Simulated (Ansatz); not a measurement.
Theory: DFT PBE, scalar-relativistic, plane waves, PAW (Ansatz 0.2.0). Settings: cutoff 420 eV, Γ-centred meshes spaced at most about 0.3 Å⁻¹, and about 0.25 Å⁻¹ or finer for metals (2π included), Gaussian smearing. No spin polarisation.

These are static total energies at zero pressure.

Two forms of Hf₄C were relaxed alike.

1.

```
CELL_PARAMETERS angstrom
1.62781 0.93982 10.42870
-1.62781 0.93982 10.42870
0.00000 -1.87963 10.42870
ATOMIC_POSITIONS crystal
Hf 0.62626 0.62626 0.62626
Hf 0.37374 0.37374 0.37374
Hf 0.12740 0.12740 0.12740
Hf 0.87260 0.87260 0.87260
C 0.00000 0.00000 0.00000
```

2.

```
CELL_PARAMETERS angstrom
3.28084 0.00000 0.00000
0.00000 3.28084 0.00000
0.00000 0.00000 8.73069
ATOMIC_POSITIONS crystal
Hf 0.50000 0.50000 0.50000
Hf 0.50000 0.50000 0.00000
Hf 0.00000 0.00000 0.73876
Hf 0.00000 0.00000 0.26124
C 0.00000 0.00000 0.00000
```

Question: Which form is favoured at zero pressure, and by what margin per atom?

Answer: Cell 1 is lower, by 58 meV/atom. Cell 1 has space group R-3m (No. 166), 19.1 Å³/atom and no gap on its mesh; cell 2 has space group P4/mmm (No. 123), 18.8 Å³/atom and no gap. In cell 1, around Hf on its first site lie 3 C at 2.27 Å and 12 Hf at 3.15–3.31 Å; around Hf on its second site lie 12 Hf at 3.09–3.31 Å; C is surrounded by 6 Hf at 2.27 Å. In cell 2, around Hf on a site of symmetry 4/mmm lie 12 Hf at 3.12–3.28 Å; Hf on a second site of symmetry 4/mmm has 4 C at 2.32 Å and 12 Hf at 3.25–3.28 Å; around C lie 6 Hf at 2.28–2.32 Å; 1 more site not described. Both come from invented guesses. The lowest form computed isn't among them: it has space group P-3m1 (No. 164), 18.9 Å³/atom and lies 17 meV/atom below the best shown.

These runs have no spin–orbit coupling, which can matter for Hf. Cells relaxed within their symmetry can be saddle points. Some candidate types were left out of the draw beforehand, so a known form may be missing.
